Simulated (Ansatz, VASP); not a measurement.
# Cross-check of Ga2AsP between VASP and Ansatz, part 2 of 2

Wanted: the spread between two codes on one cell, functional and k mesh. The cell is generated by rule, not measured, and may not be a known phase. The cell is taken from a series of runs on this material, whose earlier steps may have relaxed, scaled, displaced or heated it; both programs get it as it stands.

VASP 6.6.1 and Ansatz 0.2.0.

So far: The structure; Ansatz: relaxation of cell and atoms, PBEsol, pair 1; VASP: relaxation of cell and atoms, PBEsol, pair 1; Comparison.

The structure was built from a prototype and need not be the compound's stable phase.

## 5. Ansatz: relaxation of cell and atoms, PBEsol, pair 2

Level of this step: Ansatz beside VASP: Kohn-Sham DFT, plane waves, PBEsol (Ansatz).

The relaxed volume is the usual yardstick between codes: in a stiff, nearly cubic crystal its relative difference is about their pressure difference at one cell divided by the bulk modulus. This pair takes another cell of the material, with 8 atoms against 4 for the pair before.

The cell is taken from a series of runs on this material, whose earlier steps may have relaxed, scaled, displaced or heated it; both programs get it as it stands.

Contents of input.yaml:

```yaml
crystal:
  lattice:
    - [3.9259275598, 0.0, 0.0]
    - [0.0, 3.9259275598, 0.0]
    - [0.0, 0.0, 11.1079184345]
  atoms:
    - { symbol: Ga, position: [0.0, 0.0, 0.0602133429] }
    - { symbol: As, position: [0.5, 0.0, 0.1897866571] }
    - { symbol: Ga, position: [0.5, 0.5, 0.3193599712] }
    - { symbol: As, position: [0.0, 0.5, 0.4489332853] }
    - { symbol: Ga, position: [0.0, 0.0, 0.5785065994] }
    - { symbol: P, position: [0.5, 0.0, 0.6989332853] }
    - { symbol: Ga, position: [0.5, 0.5, 0.8193599712] }
    - { symbol: P, position: [0.0, 0.5, 0.9397866571] }
kpoints:
  mp_grid: { grid: [6, 6, 2] }
hamiltonian:
  xc: pbesol
  pseudopotentials: { kind: paw, azcp: { folder: soft_1 }, xc_functional: pbe }
scf:
  occupations: { method: fermi_dirac, width: 0.02 }
relax:
  f_tol: 0.015
  max_steps: 100
  cell: {}
```

Started as:

```
ansatz run input.yaml --threads 8 --pin off --max-ram 17510MiB --backend cpu --events-out ev --progress --plain --runs-dir out
```

Numbers of over 12 decimals in the logs are rounded to 6 here.

Log:

```text
[...]
Crystal: 8 atoms, lattice volume = 171.205 Å³
Basis set: ecut = 420 eV, 3381 PW (Γ), exchange–correlation on 54×54×150 points (8 copies of the dense FFT grid, shifted against one another)
Bands: 56, of which v1, the nominal top of the filled ones, is band 46 counted from 1 (45 counted from 0)
Symmetry: 8 space group operations
[...]
k-points: 20 of 72
[...]
- [0.0, 3.925947, 0.0]
    - [0, 0.0, 11.076986]
  atoms:
    - { symbol: Ga, position: [0, 0.0, 0.060215] }
    - { symbol: As, position: [0.500000, 0.0, 0.189882] }
    - { symbol: Ga, position: [0.500000, 0.500000, 0.319360] }
    - { symbol: As, position: [0, 0.500000, 0.448838] }
    - { symbol: Ga, position: [0, 0.0, 0.578505] }
    - { symbol: P, position: [0.500000, 0.0, 0.698866] }
    - { symbol: Ga, position: [0.500000, 0.500000, 0.819360] }
    - { symbol: P, position: [0, 0.500000, 0.939854] }
[key lines of the parts left out:]
SCF converged after 5 iterations
Free energy (F): -26081.773858 eV
Fermi energy:    8.019473 eV
P = ⅓ Tr σ = -0.0002 GPa (-0.002 kbar)
```

## 6. VASP: relaxation of cell and atoms, PBEsol, pair 2

The same cell, functional, mesh and smearing now go to VASP, with its own data sets.

Contents of INCAR:

```
SYSTEM = Ga2AsP
PREC = Accurate
ENCUT = 500
EDIFF = 1E-07
NELM = 120
ISMEAR = -1
SIGMA = 0.02
LREAL = .FALSE.
ALGO = Normal
GGA = PS
NBANDS = 44
LORBIT = 11
LWAVE = .FALSE.
LCHARG = .FALSE.
ISIF = 3
IBRION = 2
NSW = 80
EDIFFG = -0.005
LASPH = .TRUE.
GGA_COMPAT = .FALSE.
NELMIN = 4
EFERMI = MIDGAP
KPAR = 4
```

Contents of POSCAR:

```
Ga2AsP
1.0
    3.9259280000      0.0000000000      0.0000000000
    0.0000000000      3.9259280000      0.0000000000
    0.0000000000      0.0000000000     11.1079180000
Ga As P
4 2 2
Direct
    0.0000000000      0.0000000000      0.0602133541
    0.5000000000      0.5000000000      0.3193599826
    0.0000000000      0.0000000000      0.5785066112
    0.5000000000      0.5000000000      0.8193599826
    0.5000000000      0.0000000000      0.1897866909
    0.0000000000      0.5000000000      0.4489332744
    0.5000000000      0.0000000000      0.6989332745
    0.0000000000      0.5000000000      0.9397866908
```

Contents of KPOINTS:

```
Automatic mesh
0
Gamma
6 6 2
0 0 0
```

Potentials, in the order of the species: Ga_d, As and P (PBE family, release 64).

Started as:

```
mpirun -np 4 vasp_std
```

Log:

```text
[banner, memory and clock lines left out]
running    4 mpi-ranks, on    1 nodes
[...]
[... a notice as in an earlier step ...]

 LDA part: xc-table for (Slater+PW92), standard interpolation
 POSCAR, INCAR and KPOINTS ok, starting setup
[...]
entering main loop
       N       E                     dE             d eps       ncg     rms          rms(c)
DAV:   1     0.610204318209E+03    0.61020E+03   -0.31562E+04  1816   0.233E+03
DAV:   2     0.615858849763E+02   -0.54862E+03   -0.53279E+03  1876   0.575E+02
DAV:   3    -0.326225495804E+02   -0.94208E+02   -0.91072E+02  2032   0.173E+02
DAV:   4    -0.387099642543E+02   -0.60874E+01   -0.60425E+01  2140   0.431E+01
[...]
DAV:  14    -0.379385354203E+02   -0.45860E-06   -0.50188E-06  2376   0.175E-02    0.813E-03
DAV:  15    -0.379385356609E+02   -0.24059E-06   -0.30135E-07  1688   0.301E-02    0.873E-03
DAV:  16    -0.379385356762E+02   -0.15290E-07   -0.19003E-07  1248   0.364E-03
   1 F= -.37938536E+02 E0= -.37938536E+02  d E =-.379385E+02
[... from here on, the cycles between the ionic steps are left out ...]
   2 F= -.37938359E+02 E0= -.37938359E+02  d E =0.177080E-03
   3 F= -.37938819E+02 E0= -.37938819E+02  d E =-.283451E-03
   4 F= -.37938821E+02 E0= -.37938821E+02  d E =-.285200E-03
   5 F= -.37938821E+02 E0= -.37938821E+02  d E =-.284961E-03
   6 F= -.37938916E+02 E0= -.37938916E+02  d E =-.953462E-04
   7 F= -.37938941E+02 E0= -.37938941E+02  d E =-.120161E-03
   8 F= -.37938936E+02 E0= -.37938936E+02  d E =-.115510E-03
   9 F= -.37938947E+02 E0= -.37938947E+02  d E =-.126777E-03
  10 F= -.37938947E+02 E0= -.37938947E+02  d E =-.126336E-03
  11 F= -.37938948E+02 E0= -.37938948E+02  d E =-.126934E-03
  12 F= -.37938966E+02 E0= -.37938966E+02  d E =-.186553E-04
 trial-energy change:   -0.000019  1 .order   -0.000018   -0.000032   -0.000005
 step:   1.2668(harm=  1.2668)  dis= 0.00054  next Energy=   -37.938966 (dE=-0.189E-04)
 reached required accuracy - stopping structural energy minimisation
```

From OUTCAR (step 6):

```text
  Total       -0.0080548     -0.0080548     -0.0106091      0.0000000      0.0000000      0.0000000
  in kB       -0.0755364     -0.0755364     -0.0994911      0.0000000      0.0000000      0.0000000
  external PRESSURE =      -0.0835213 kB  Pullay stress =       0.0000000 kB

 POSITION                                       TOTAL-FORCE (eV/Angst)
 -----------------------------------------------------------------------------------
      0.00000      0.00000      0.66528         0.000000      0.000000     -0.000083
      1.96335      1.96335      3.53858         0.000000      0.000000     -0.000000
      0.00000      0.00000      6.41189         0.000000      0.000000      0.000083
      1.96335      1.96335      9.07869         0.000000      0.000000      0.000000
      1.96335      0.00000      2.10330         0.000000      0.000000     -0.003459
      0.00000      1.96335      4.97386         0.000000      0.000000      0.003459
      1.96335      0.00000      7.74426         0.000000      0.000000      0.002933
      0.00000      1.96335     10.41313         0.000000      0.000000     -0.002933
 -----------------------------------------------------------------------------------
    total drift:                                0.000000      0.000000      0.000109

  FREE ENERGIE OF THE ION-ELECTRON SYSTEM (eV)
  ---------------------------------------------------
  free  energy   TOTEN  =       -37.9389662263 eV

  energy  without entropy=      -37.9389662263  energy(sigma->0) =      -37.93896623

[... 1 part as in an earlier step ...]

[... 3 further parts left out ...]
[key lines of the parts left out:]
E-fermi :   4.7535
```

## 7. Comparison

What differs besides the data sets and the points named for the pairs above, as far as they apply: the data sets hold 92 valence electrons in Ansatz (on its PAW soft_1 files) and 72 in VASP. Total energies have different zeros and are not compared.

The two programs side by side:

| quantity | Ansatz | VASP | difference |
| --- | --- | --- | --- |
| volume (Å³) | 170.73 | 170.85 | -0.07 % |
| edge a after relaxation, in the typed setting (Å) | 3.926 | 3.927 | -0.02 % |
| edge c after relaxation, in the typed setting (Å) | 11.077 | 11.080 | -0.03 % |

## 8. VASP: relaxation of cell and atoms, PBEsol, pair 3

The relaxed volume is the usual yardstick between codes: in a stiff, nearly cubic crystal its relative difference is about their pressure difference at one cell divided by the bulk modulus. This pair takes another cell of the material, with 12 atoms against 8 for the pair before.

INCAR: that of step 6 with these lines changed.

```diff
@@ -10,3 +10,3 @@
 GGA = PS
-NBANDS = 44
+NBANDS = 66
 LORBIT = 11
```

Contents of POSCAR:

```
Ga2AsP
1.0
    3.9259280000      0.0000000000      0.0000000000
    0.0000000000      3.9259280000      0.0000000000
    0.0000000000      0.0000000000     16.6618780000
Ga As P
6 3 3
Direct
    0.0000000000      0.0000000000      0.0401422337
    0.5000000000      0.5000000000      0.2129066723
    0.0000000000      0.0000000000      0.3856710510
    0.5000000000      0.5000000000      0.5584354897
    0.0000000000      0.0000000000      0.7190043943
    0.5000000000      0.5000000000      0.8795733290
    0.5000000000      0.0000000000      0.1265244530
    0.0000000000      0.5000000000      0.2992888617
    0.5000000000      0.0000000000      0.4720532703
    0.0000000000      0.5000000000      0.6387199570
    0.5000000000      0.0000000000      0.7992888617
    0.0000000000      0.5000000000      0.9598577663
```

KPOINTS is that of step 6.

Started as:

```
mpirun -np 4 vasp_std
```

Log:

```text
[banner, memory and clock lines left out]
running    4 mpi-ranks, on    1 nodes
[...]
[... a notice as in an earlier step ...]

 LDA part: xc-table for (Slater+PW92), standard interpolation
 POSCAR, INCAR and KPOINTS ok, starting setup
[...]
entering main loop
       N       E                     dE             d eps       ncg     rms          rms(c)
DAV:   1     0.105446343639E+04    0.10545E+04   -0.45573E+04  2858   0.233E+03
DAV:   2     0.148448147117E+03   -0.90602E+03   -0.87119E+03  2752   0.657E+02
DAV:   3    -0.425964243230E+02   -0.19104E+03   -0.18221E+03  3150   0.198E+02
DAV:   4    -0.575110539438E+02   -0.14915E+02   -0.14703E+02  3084   0.544E+01
[...]
DAV:  15    -0.569126848451E+02    0.40671E-07   -0.55753E-06  3480   0.382E-02    0.127E-03
DAV:  16    -0.569126851689E+02   -0.32374E-06   -0.32769E-06  3464   0.872E-03    0.133E-03
DAV:  17    -0.569126851481E+02    0.20822E-07   -0.54654E-08  1716   0.387E-03
   1 F= -.56912685E+02 E0= -.56912685E+02  d E =-.569127E+02
[... from here on, the cycles between the ionic steps are left out ...]
   2 F= -.56913147E+02 E0= -.56913147E+02  d E =-.462018E-03
   3 F= -.56913161E+02 E0= -.56913161E+02  d E =-.475486E-03
   4 F= -.56913161E+02 E0= -.56913161E+02  d E =-.476264E-03
   5 F= -.56913276E+02 E0= -.56913276E+02  d E =-.114642E-03
   6 F= -.56913308E+02 E0= -.56913308E+02  d E =-.146305E-03
   7 F= -.56913330E+02 E0= -.56913330E+02  d E =-.226335E-04
   8 F= -.56913332E+02 E0= -.56913332E+02  d E =-.246220E-04
   9 F= -.56913331E+02 E0= -.56913331E+02  d E =-.233246E-04
  10 F= -.56913333E+02 E0= -.56913333E+02  d E =-.249390E-04
  11 F= -.56913346E+02 E0= -.56913346E+02  d E =-.134731E-04
  12 F= -.56913353E+02 E0= -.56913353E+02  d E =-.199897E-04
[...]
reached required accuracy - stopping structural energy minimisation
```

From OUTCAR (step 8):

```text
  Total        0.0225481      0.0225481      0.0431343      0.0000000      0.0000000      0.0000000
  in kB        0.1409801      0.1409801      0.2696936      0.0000000      0.0000000      0.0000000
  external PRESSURE =       0.1838846 kB  Pullay stress =       0.0000000 kB

 POSITION                                       TOTAL-FORCE (eV/Angst)
 -----------------------------------------------------------------------------------
      0.00000      0.00000      0.66384         0.000000      0.000000     -0.004002
      1.96349      1.96349      3.53622         0.000000      0.000000     -0.002870
      0.00000      0.00000      6.41015         0.000000      0.000000      0.002870
      1.96349      1.96349      9.28253         0.000000      0.000000      0.004002
      0.00000      0.00000     11.94918         0.000000      0.000000      0.002135
      1.96349      1.96349     14.61385         0.000000      0.000000     -0.002135
      1.96349      0.00000      2.10119         0.000000      0.000000     -0.000990
      0.00000      1.96349      4.97318         0.000000      0.000000      0.000000
      1.96349      0.00000      7.84518         0.000000      0.000000      0.000990
      0.00000      1.96349     10.61487         0.000000      0.000000      0.001232
      1.96349      0.00000     13.28152         0.000000      0.000000      0.000000
      0.00000      1.96349     15.94816         0.000000      0.000000     -0.001232
 -----------------------------------------------------------------------------------
    total drift:                                0.000000      0.000000      0.000010

  FREE ENERGIE OF THE ION-ELECTRON SYSTEM (eV)
  ---------------------------------------------------
  free  energy   TOTEN  =       -56.9133526452 eV

  energy  without entropy=      -56.9133526452  energy(sigma->0) =      -56.91335265

[... 1 part as in an earlier step ...]

[... 3 further parts left out ...]
[key lines of the parts left out:]
E-fermi :   4.7612
```

## 9. Ansatz: relaxation of cell and atoms, PBEsol, pair 3

The same cell, functional, mesh and smearing now go to Ansatz, which takes its cutoff from its data sets.

The cell is taken from a series of runs on this material, whose earlier steps may have relaxed, scaled, displaced or heated it; both programs get it as it stands.

input.yaml, the sections that differ from step 5:

```yaml
crystal:
  lattice:
    - [3.9259275598, 0.0, 0.0]
    - [0.0, 3.9259275598, 0.0]
    - [0.0, 0.0, 16.6618776517]
  atoms:
    - { symbol: Ga, position: [0.0, 0.0, 0.0401422286] }
    - { symbol: As, position: [0.5, 0.0, 0.126524438] }
    - { symbol: Ga, position: [0.5, 0.5, 0.2129066474] }
    - { symbol: As, position: [0.0, 0.5, 0.2992888568] }
    - { symbol: Ga, position: [0.0, 0.0, 0.3856710662] }
    - { symbol: As, position: [0.5, 0.0, 0.4720532756] }
    - { symbol: Ga, position: [0.5, 0.5, 0.558435485] }
    - { symbol: P, position: [0.0, 0.5, 0.6387199423] }
    - { symbol: Ga, position: [0.0, 0.0, 0.7190043996] }
    - { symbol: P, position: [0.5, 0.0, 0.7992888568] }
    - { symbol: Ga, position: [0.5, 0.5, 0.8795733141] }
    - { symbol: P, position: [0.0, 0.5, 0.9598577714] }
output:
  write_density: true
  write_potential: true
  elf: true
  volumetric_format: npy
# kpoints, hamiltonian, scf, relax: as in step 5
```

Started as:

```
ansatz run input.yaml --threads 8 --pin off --max-ram 17510MiB --backend cpu --events-out ev --progress --plain --runs-dir out
```

Log:

```text
[...]
Crystal: 12 atoms, lattice volume = 256.808 Å³
Basis set: ecut = 420 eV, 5095 PW (Γ), exchange–correlation on 54×54×240 points (8 copies of the dense FFT grid, shifted against one another)
Bands: 83, of which v1, the nominal top of the filled ones, is band 69 counted from 1 (68 counted from 0)
Symmetry: 8 space group operations
[...]
k-points: 20 of 72
[...]
- { symbol: Ga, position: [0.5, 0.5, 0.212831] }
    - { symbol: As, position: [0, 0.5, 0.299289] }
    - { symbol: Ga, position: [0, 0.0, 0.385747] }
    - { symbol: As, position: [0.5, 0.0, 0.472063] }
    - { symbol: Ga, position: [0.5, 0.5, 0.558506] }
    - { symbol: P, position: [0, 0.5, 0.638746] }
    - { symbol: Ga, position: [0, 0.0, 0.719085] }
    - { symbol: P, position: [0.5, 0.0, 0.799289] }
    - { symbol: Ga, position: [0.5, 0.5, 0.879493] }
    - { symbol: P, position: [0, 0.5, 0.959831] }
[key lines of the parts left out:]
SCF converged after 5 iterations
Free energy (F): -39122.665547 eV
Fermi energy:    8.022491 eV
P = ⅓ Tr σ = -0.0022 GPa (-0.022 kbar)
```

## 10. Differences

What differs besides the data sets and the points named for the pairs above, as far as they apply: the data sets hold 138 valence electrons in Ansatz (on its PAW soft_1 files) and 108 in VASP. Total energies have different zeros and are not compared.

Both answers:

| quantity | Ansatz | VASP | difference |
| --- | --- | --- | --- |
| volume (Å³) | 256.15 | 256.25 | -0.04 % |
| edge a after relaxation, in the typed setting (Å) | 3.926 | 3.927 | -0.02 % |
| edge c after relaxation, in the typed setting (Å) | 16.616 | 16.617 | -0.01 % |

## 11. Summary of results

| Quantity | Value |
| --- | --- |
| difference in edge c after relaxation, in the typed setting (relaxation of cell and atoms, PBEsol, pair 1) | -0.0072 % |
| difference in volume (relaxation of cell and atoms, PBEsol, pair 2) | -0.068 % |
| difference in volume (relaxation of cell and atoms, PBEsol, pair 3) | -0.040 % |

In words: The difference in volume is -0.068 % (relaxation of cell and atoms, PBEsol, pair 2), within the 1.2 % picked in this series as the mark of a large difference, as far as the stopping tolerances let one tell. The data sets hold unlike numbers of valence electrons (46 in Ansatz and 36 in VASP, 92 in Ansatz and 72 in VASP and 138 in Ansatz and 108 in VASP), so part of the differences comes from the potentials. 1 further run of this series is not shown here. How closely two codes agree says nothing of how well the functional describes the real material.

[Lines on the potential files, build, host, timing and source positions are cut from VASP's logs without a mark.]

[Logs are printed without paths, hosts, clocks, repeated set-up lines and the standing remarks that a program may print on its own settings, such as how far it seeks lower states.]

[Hosts, paths, dates, database ids (printed as entryN), source tags and the programs' standing remarks are cut or masked in the printed files.]
